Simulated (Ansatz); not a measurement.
# BN: the cost of one run

Method: DFT PBE+D3(BJ), scalar-relativistic, plane waves, PAW, in Ansatz 0.2.0.

3 further runs of the same task are left out: 3 set aside as unsound or not needed.

**1. Starting point**

Symmetry: R3m, No. 160, trigonal system. The conventional cell has a = 2.506 Å, b = 2.506 Å, c = 9.879 Å, α = 90.00°, β = 90.00°, γ = 120.00°. Around B (site symmetry 3m) lie 3 N at 1.45 Å. N (site symmetry 3m) has 3 B at 1.45 Å as nearest neighbours.

Coordinates:

```cif
data_structure
_symmetry_space_group_name_H-M 'P 1'
_symmetry_Int_Tables_number 1
_cell_length_a 2.5061
_cell_length_b 2.5061
_cell_length_c 3.5956
_cell_angle_alpha 90.082
_cell_angle_beta 110.308
_cell_angle_gamma 119.999
_cell_volume 17.91
loop_
_atom_site_label
_atom_site_type_symbol
_atom_site_fract_x
_atom_site_fract_y
_atom_site_fract_z
_atom_site_occupancy
B1 B 0.99104 0.99142 0.99385 1
N1 N 0.65711 0.32446 0.99296 1
```

It goes back to an entry of the Materials Project, which need not be the stable form.

It is the result of an earlier relaxation at this level (volume 8.96 Å³/atom; gap on the mesh: 4.23 eV).

**2. The cell under 1 GPa**

At a set pressure the run lowers the enthalpy E + PV, so the energy alone may rise along the way.

Input file input.yaml:

```yaml
crystal:
  lattice:
    - [2.4950430224, 0.0021921667, -0.235108232]
    - [-1.2383183138, 2.166060811, 0.2350929314]
    - [-0.9368797319, -0.9052854162, 3.3513133621]
  atoms:
    - { symbol: B, position: [0.9910387841, 0.9914237065, -0.0061515094] }
    - { symbol: "N", position: [0.6571102159, 0.3244602935, 0.9929565094] }
basis:
  ecutwfc: 420
kpoints:
  mp_grid: { grid: [12, 12, 12] }
hamiltonian:
  xc: pbe
  dispersion: d3bj
scf:
  occupations: { method: fixed }
output:
  forces: true
  stress: true
  eigenvalues: true
relax:
  adjacent_minimum: "off"
  f_tol: 0.001
  max_steps: 60
  cell: { stress_tol: 0.02, p_target: 1.0 }
```

Command:

```sh
$ ansatz run input.yaml --threads 1 --pin off --max-ram 3072MiB --backend cpu --events-out ev --progress --plain --runs-dir out
```

What time and memory should one allow on 1 thread of Intel Xeon Platinum 8488C (Sapphire Rapids), shared host?

About 52 s, with a peak of 0.46 GiB.
